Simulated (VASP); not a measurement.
# Ni (Fm-3m) in VASP: band structure with LDA

Aim: the band structure of Ni with LDA.

All numbers are computed with VASP 6.6.1; they aren't measurements. Logs are shortened: lines on timing, memory, paths and dates and some standing lists are left out, and cuts for length are marked.

## (1) The crystal as given

It takes space group Fm-3m (No. 225, cubic). The conventional cell has a = 3.423 Å, b = 3.423 Å, c = 3.423 Å, α = 90.00°, β = 90.00°, γ = 90.00°. Ni (site symmetry m-3m) has 12 Ni at 2.42 Å as nearest neighbours.

## (2) Band structure, LDA, collinear spin, ferromagnetic start

INCAR

```
SYSTEM = Ni
PREC = Accurate
ENCUT = 350
EDIFF = 1E-7
ISMEAR = 0
SIGMA = 0.1
LREAL = .FALSE.
LASPH = .TRUE.
NELM = 150
ALGO = Fast
ISIF = 2
LWAVE = .FALSE.
LCHARG = .FALSE.
ISPIN = 2
MAGMOM = 0.8
LORBIT = 11
LMAXMIX = 4
```

KPOINTS

```
Automatic mesh
0
G
  10 10 10
  0 0 0
```

POSCAR

```
Ni                                      
1.0
    0.0000000000      1.7114603998      1.7114603998
    1.7114603998      0.0000000000      1.7114603998
    1.7114603998      1.7114603998     -0.0000000000
  Ni            
     1
Direct
     0.0000000000000000    0.0000000000000000    0.0000000000000000
```

KPOINTS_OPT

```
path GXWKGLUWLK,UX
15
line-mode
reciprocal
 0.0000000000  0.0000000000  0.0000000000  G
 0.5000000000  0.0000000000  0.5000000000  X

 0.5000000000  0.0000000000  0.5000000000  X
 0.5000000000  0.2500000000  0.7500000000  W

 0.5000000000  0.2500000000  0.7500000000  W
 0.3750000000  0.3750000000  0.7500000000  K

 0.3750000000  0.3750000000  0.7500000000  K
 0.0000000000  0.0000000000  0.0000000000  G

 0.0000000000  0.0000000000  0.0000000000  G
 0.5000000000  0.5000000000  0.5000000000  L

 0.5000000000  0.5000000000  0.5000000000  L
 0.6250000000  0.2500000000  0.6250000000  U

 0.6250000000  0.2500000000  0.6250000000  U
 0.5000000000  0.2500000000  0.7500000000  W

 0.5000000000  0.2500000000  0.7500000000  W
 0.5000000000  0.5000000000  0.5000000000  L

 0.5000000000  0.5000000000  0.5000000000  L
 0.3750000000  0.3750000000  0.7500000000  K

 0.6250000000  0.2500000000  0.6250000000  U
 0.5000000000  0.0000000000  0.5000000000  X
```

Potentials or basis: VASP PAW LDA potentials, release 64 (Ni).

On the command line:

```sh
> cat potpaw_LDA.64/Ni/POTCAR > POTCAR
> mpirun -np 1 vasp_std > vasp.out
```

OUTCAR:

```text
SYSTEM = Ni
   PREC = Accurate
   ENCUT = 350
   EDIFF = 1E-7
   ISMEAR = 0
   LREAL = .FALSE.
   LASPH = .TRUE.
   NELM = 150
   ISIF = 2
   ISPIN = 2
   LORBIT = 11

 ion  position               nearest neighbor table
   1  0.000  0.000  0.000-

  LATTYP: Found a face centered cubic cell.
 ALAT       =     3.4229207996

  Lattice vectors:

 A1 = (   0.0000000000,   1.7114603998,   1.7114603998)
 A2 = (   1.7114603998,   0.0000000000,   1.7114603998)
 A3 = (   1.7114603998,   1.7114603998,   0.0000000000)

Analysis of symmetry for initial positions (statically):
=====================================================================
 Subroutine PRICEL returns:
 Original cell was already a primitive cell.

 Routine SETGRP: Setting up the symmetry group for a
 face centered cubic supercell.

 Subroutine GETGRP returns: Found 48 space group operations
 (whereof 48 operations were pure point group operations)
 out of a pool of 48 trial point group operations.

The static configuration has the point symmetry O_h .

Analysis of symmetry for dynamics (positions and initial velocities):
=====================================================================
 Subroutine PRICEL returns:
 Original cell was already a primitive cell.

 Routine SETGRP: Setting up the symmetry group for a
 face centered cubic supercell.

 Subroutine GETGRP returns: Found 48 space group operations
 (whereof 48 operations were pure point group operations)
 out of a pool of 48 trial point group operations.

The dynamic configuration has the point symmetry O_h .

Analysis of structural, dynamic, and magnetic symmetry:
=====================================================================
 Subroutine PRICEL returns:
 Original cell was already a primitive cell.

 Routine SETGRP: Setting up the symmetry group for a
 face centered cubic supercell.

 Subroutine GETGRP returns: Found 48 space group operations
 (whereof 48 operations were pure point group operations)
 out of a pool of 48 trial point group operations.

The overall configuration has the point symmetry O_h .

 Subroutine INISYM returns: Found 48 space group operations
 (whereof 48 operations are pure point group operations),
 and found     1 'primitive' translations

----------------------------------------------------------------------------------------

                                     Primitive cell

  volume of cell :      10.0261

  direct lattice vectors                    reciprocal lattice vectors
     0.000000000  1.711460400  1.711460400    -0.292148156  0.292148156  0.292148156
     1.711460400  0.000000000  1.711460400     0.292148156 -0.292148156  0.292148156
     1.711460400  1.711460400  0.000000000     0.292148156  0.292148156 -0.292148156

  length of vectors
     2.420370509  2.420370509  2.420370509     0.506015450  0.506015450  0.506015450

  position of ions in fractional coordinates (direct lattice)
     0.000000000  0.000000000  0.000000000

  ion indices of the primitive-cell ions
   primitive index   ion index
                 1           1

----------------------------------------------------------------------------------------

 KPOINTS: Automatic mesh

Automatic generation of k-mesh.
 Grid dimensions read from file:
 generate k-points for:   10   10   10

 Generating k-lattice:

  Cartesian coordinates                     Fractional coordinates (reciprocal lattice)
    -0.029214816  0.029214816  0.029214816     0.100000000  0.000000000  0.000000000
     0.029214816 -0.029214816  0.029214816     0.000000000  0.100000000  0.000000000
     0.029214816  0.029214816 -0.029214816     0.000000000  0.000000000  0.100000000

  Length of vectors
     0.050601545  0.050601545  0.050601545

  Shift w.r.t. Gamma in fractional coordinates (k-lattice)
     0.000000000  0.000000000  0.000000000

 Subroutine IBZKPT returns following result:
 ===========================================

 Found     47 irreducible k-points:

 Following reciprocal coordinates:
            Coordinates               Weight
  0.000000  0.000000  0.000000      1.000000
  0.100000  0.000000  0.000000      8.000000
  0.200000  0.000000  0.000000      8.000000
  0.300000  0.000000  0.000000      8.000000
  0.400000  0.000000  0.000000      8.000000
  0.500000  0.000000  0.000000      4.000000
[... 16 lines left out ...]
  0.300000  0.300000  0.000000      6.000000
  0.400000  0.300000  0.000000     24.000000
 [... further k-points ...]
   k-points           NKPTS =     47   k-points in BZ     NKDIM =     47   number of bands    NBANDS=      9
   number of dos      NEDOS =    301   number of ions     NIONS =      1
   total plane-waves  NPLWV =   4096
   dimension x,y,z NGX =    16 NGY =   16 NGZ =   16
   dimension x,y,z NGXF=    32 NGYF=   32 NGZF=   32
   ions per type =               1
   NGX,Y,Z   is equivalent  to a cutoff of  10.99, 10.99, 10.99 a.u.
   NGXF,Y,Z  is equivalent  to a cutoff of  21.98, 21.98, 21.98 a.u.
 SYSTEM =  Ni
   PREC   = accura    normal or accurate (medium, high low for compatibility)
   ISTART =      0    job   : 0-new  1-cont  2-samecut
   ICHARG =      2    charge: 1-file 2-atom 10-const
   ISPIN  =      2    spin polarized calculation?
   LNONCOLLINEAR =      F non collinear calculations
   LSORBIT =      F    spin-orbit coupling
   LASPH  =      T    aspherical Exc in radial PAW
   ENCUT  =  350.0 eV  25.72 Ry    5.07 a.u.   3.69  3.69  3.69*2*pi/ulx,y,z
   NELM   =    150;   NELMIN=  2; NELMDL= -5     # of ELM steps
   EDIFF  = 0.1E-06   stopping-criterion for ELM
   LREAL  =      F    real-space projection
   EDIFFG = 0.1E-05   stopping-criterion for IOM
   NSW    =      0    number of steps for IOM
   IBRION =     -1    ionic relax: 0-MD 1-quasi-New 2-CG
   NFREE  =      0    steps in history (QN), initial steepest desc. (CG)
   ISIF   =      2    stress and relaxation
   ISYM   =      2    0-nonsym 1-usesym 2-fastsym
   POTIM  = 0.5000    time-step for ionic-motion
   TEBEG  =    0.0;   TEEND  =   0.0 temperature during run
   PSTRESS=    0.0 pullay stress
   NELECT =      10.0000    total number of electrons
   NUPDOWN=      -1.0000    fix difference up-down
   EMIN   =  10.00;   EMAX   =-10.00  energy-range for DOS
   EFERMI =   0.00;   METHOD = LEGACY
   ISMEAR =     0;   SIGMA  =   0.10  broadening in eV -4-tet -1-fermi 0-gaus
   EFERMI_NEDOS =   21; number of points for ismear=-14 and -15
   IALGO  =     68    algorithm
   IMIX   =      4    mixing-type and parameters
     AMIX     =   0.40;   BMIX     =  1.00
     AMIX_MAG =   1.60;   BMIX_MAG =  1.00
  volume/ion in A,a.u.               =      10.03        67.66
  Fermi-wavevector in a.u.,A,eV,Ry     =   1.635679  3.090984 36.401633  2.675445
  Thomas-Fermi vector in A             =   2.727111
   LORBIT       =     11    0 simple, 1 ext, 2 COOP (PROOUT), +10 PAW based schemes
   GGA     = CA    functional components
   LHFCALC =     F    Hartree Fock is set to
   AEXX    =    0.0000 exact exchange contribution
   IVDW    =     0    specifies the selected vdW correction
   LEPSILON=     F    determine dielectric tensor
   LRPA    =     F    only Hartree local field effects (RPA)
 spin polarized calculation
 RMM-DIIS sequential band-by-band and
 Gauss-broadening in eV      SIGMA  =   0.10
  energy-cutoff  :      350.00
  volume of cell :       10.03
 maximum number of plane-waves:       169
   NGX =  7   NGY =  7   NGZ =  7

 number of electron      10.0000000 magnetization       0.8000000

 number of electron       9.9999991 magnetization       0.6498789

 Free energy of the ion-electron system (eV)
  ---------------------------------------------------
  ext. energy  EPLUGINS =         0.00000000
  ---------------------------------------------------
  free energy    TOTEN  =        -6.58680774 eV

  energy without entropy =       -6.57807899  energy(sigma->0) =       -6.58244336

 E-fermi :  10.2656     XC(G=0): -14.1058

 val. band max:       10.2482405211   @ k =   0.5000   0.3000   0.1000
 cond. band min:      10.2715778825   @ k =   0.4000   0.0000   0.0000
 fundamental gap:      0.0233373614
 Fermi energy:        10.2656065695

 spin component 1

 k-point     1 :       0.0000    0.0000    0.0000
  band No.  band energies     occupation
      1       0.6720      1.00000
      2       7.6540      1.00000
      3       7.6540      1.00000
      4       7.6540      1.00000
      5       8.9571      1.00000
      6       8.9571      1.00000
      7      34.7039      0.00000
      8      39.1125      0.00000
      9      39.1125      0.00000

 k-point     2 :       0.1000    0.0000    0.0000
  band No.  band energies     occupation
      1       1.0848      1.00000
      2       7.5430      1.00000
      3       7.7473      1.00000
      4       7.7473      1.00000
      5       8.9204      1.00000
      6       8.9204      1.00000
      7      33.1787      0.00000
      8      36.2646      0.00000
      9      38.4210      0.00000
[... 253 lines left out ...]
 k-point    24 :       0.4000    0.3000    0.0000
  band No.  band energies     occupation
      1       5.1780      1.00000
      2       6.1054      1.00000
      3       8.4332      1.00000
      4       9.0895      1.00000
      5       9.7108      1.00000
      6      10.3784      0.05538
      7      24.9874      0.00000
      8      26.1996      0.00000
      9      28.0251      0.00000

 [... further k-points ...]

 spin component 2

 k-point     1 :       0.0000    0.0000    0.0000
  band No.  band energies     occupation
      1       0.7302      1.00000
      2       8.3148      1.00000
      3       8.3148      1.00000
      4       8.3148      1.00000
      5       9.5661      1.00000
      6       9.5661      1.00000
      7      34.7008      0.00000
      8      39.1721      0.00000
      9      39.1721      0.00000

 k-point     2 :       0.1000    0.0000    0.0000
  band No.  band energies     occupation
      1       1.1438      1.00000
      2       8.1926      1.00000
      3       8.4107      1.00000
      4       8.4107      1.00000
      5       9.5278      1.00000
      6       9.5278      1.00000
      7      33.2749      0.00000
      8      36.2976      0.00000
      9      38.5272      0.00000
[... 253 lines left out ...]
 k-point    24 :       0.4000    0.3000    0.0000
  band No.  band energies     occupation
      1       5.4503      1.00000
      2       6.6694      1.00000
      3       8.9364      1.00000
      4       9.7604      1.00000
      5      10.3890      0.04048
      6      10.8883      0.00000
      7      25.1634      0.00000
      8      26.3876      0.00000
      9      28.1496      0.00000

 [... further k-points ...]

------------------------ aborting loop because EDIFF is reached ----------------------------------------

  FORCE on cell =-STRESS in cart. coord.  units (eV):
  Direction    XX          YY          ZZ          XY          YZ          ZX
  --------------------------------------------------------------------------------------
  -------------------------------------------------------------------------------------
  Total        0.0035072      0.0035072      0.0035072      0.0000000      0.0000000      0.0000000
  in kB        0.5604625      0.5604625      0.5604625      0.0000000      0.0000000      0.0000000
  external PRESSURE =       0.5604625 kB  Pullay stress =       0.0000000 kB

 VOLUME and BASIS-vectors are now :
 -----------------------------------------------------------------------------
  energy-cutoff  :      350.00
  volume of cell :       10.03
      direct lattice vectors                 reciprocal lattice vectors
     0.000000000  1.711460400  1.711460400    -0.292148156  0.292148156  0.292148156
     1.711460400  0.000000000  1.711460400     0.292148156 -0.292148156  0.292148156
     1.711460400  1.711460400  0.000000000     0.292148156  0.292148156 -0.292148156

 POSITION                                       TOTAL-FORCE (eV/Angst)
 -----------------------------------------------------------------------------------
      0.00000      0.00000      0.00000        -0.000000     -0.000000     -0.000000
 -----------------------------------------------------------------------------------
    total drift:                                0.000000      0.000000      0.000000

  FREE ENERGIE OF THE ION-ELECTRON SYSTEM (eV)
  ---------------------------------------------------
  free  energy   TOTEN  =        -6.5868077367 eV

  energy  without entropy=       -6.5780789928  energy(sigma->0) =       -6.58244336

 total charge

# of ion       s       p       d       tot
------------------------------------------
    1        0.537   0.575   8.357   9.468

 magnetization (x)

# of ion       s       p       d       tot
------------------------------------------
    1       -0.003  -0.017   0.670   0.649
```

Wall time 9.7 s (1 thread of Intel Xeon Platinum 8488C (Sapphire Rapids), shared host); peak memory 0.12 GiB.

What came out:

```yaml
Free_energy: -6.5868 eV
Pressure: 0.1 GPa
Band_gap_along_the_path: none (metal or under the smearing width)
Net_moment: 0.65 μB per cell
Site_moments: Ni +0.65 μB
Valence_electrons_inside_the_program's_atomic_spheres: Ni 9.47
```

Levels at the corners of the path, in eV from the Fermi level:
Spin up:
| point | band 3 | band 4 | band 5 | band 6 | band 7 | band 8 |
| --- | --- | --- | --- | --- | --- | --- |
| Γ | -2.61 | -2.61 | -1.31 | -1.31 | 24.44 | 28.85 |
| X | -0.50 | -0.36 | -0.36 | 2.48 | 10.01 | 15.52 |
| X | -0.50 | -0.36 | -0.36 | 2.48 | 10.01 | 15.52 |
| W | -3.35 | -1.39 | -0.36 | 8.21 | 8.21 | 10.60 |
| W | -3.35 | -1.39 | -0.36 | 8.21 | 8.21 | 10.60 |
| K | -2.26 | -1.13 | -0.65 | 6.09 | 7.76 | 10.74 |
| K | -2.26 | -1.13 | -0.65 | 6.09 | 7.76 | 10.74 |
| Γ | -2.61 | -2.61 | -1.31 | -1.31 | 24.44 | 28.85 |
| Γ | -2.61 | -2.61 | -1.31 | -1.31 | 24.44 | 28.85 |
| L | -2.62 | -0.53 | -0.53 | -0.43 | 6.29 | 22.92 |
| L | -2.62 | -0.53 | -0.53 | -0.43 | 6.29 | 22.92 |
| U | -2.26 | -1.13 | -0.65 | 6.09 | 7.76 | 10.74 |
| U | -2.26 | -1.13 | -0.65 | 6.09 | 7.76 | 10.74 |
| W | -3.35 | -1.39 | -0.36 | 8.21 | 8.21 | 10.60 |
| W | -3.35 | -1.39 | -0.36 | 8.21 | 8.21 | 10.60 |
| L | -2.62 | -0.53 | -0.53 | -0.43 | 6.29 | 22.92 |
| L | -2.62 | -0.53 | -0.53 | -0.43 | 6.29 | 22.92 |
| K | -2.26 | -1.13 | -0.65 | 6.09 | 7.76 | 10.74 |
| U | -2.26 | -1.13 | -0.65 | 6.09 | 7.76 | 10.74 |
| X | -0.50 | -0.36 | -0.36 | 2.48 | 10.01 | 15.52 |
Spin down:
| point | band 2 | band 3 | band 4 | band 5 | band 6 | band 7 |
| --- | --- | --- | --- | --- | --- | --- |
| Γ | -1.95 | -1.95 | -1.95 | -0.70 | -0.70 | 24.44 |
| X | -4.08 | 0.14 | 0.40 | 0.40 | 2.54 | 10.31 |
| X | -4.08 | 0.14 | 0.40 | 0.40 | 2.54 | 10.31 |
| W | -2.80 | -2.80 | -0.81 | 0.40 | 8.46 | 8.46 |
| W | -2.80 | -2.80 | -0.81 | 0.40 | 8.46 | 8.46 |
| K | -3.58 | -1.70 | -0.53 | 0.10 | 6.35 | 8.01 |
| K | -3.58 | -1.70 | -0.53 | 0.10 | 6.35 | 8.01 |
| Γ | -1.95 | -1.95 | -1.95 | -0.70 | -0.70 | 24.44 |
| Γ | -1.95 | -1.95 | -1.95 | -0.70 | -0.70 | 24.44 |
| L | -2.02 | -2.02 | -0.39 | 0.17 | 0.17 | 6.71 |
| L | -2.02 | -2.02 | -0.39 | 0.17 | 0.17 | 6.71 |
| U | -3.58 | -1.70 | -0.53 | 0.10 | 6.35 | 8.01 |
| U | -3.58 | -1.70 | -0.53 | 0.10 | 6.35 | 8.01 |
| W | -2.80 | -2.80 | -0.81 | 0.40 | 8.46 | 8.46 |
| W | -2.80 | -2.80 | -0.81 | 0.40 | 8.46 | 8.46 |
| L | -2.02 | -2.02 | -0.39 | 0.17 | 0.17 | 6.71 |
| L | -2.02 | -2.02 | -0.39 | 0.17 | 0.17 | 6.71 |
| K | -3.58 | -1.70 | -0.53 | 0.10 | 6.35 | 8.01 |
| U | -3.58 | -1.70 | -0.53 | 0.10 | 6.35 | 8.01 |
| X | -4.08 | 0.14 | 0.40 | 0.40 | 2.54 | 10.31 |
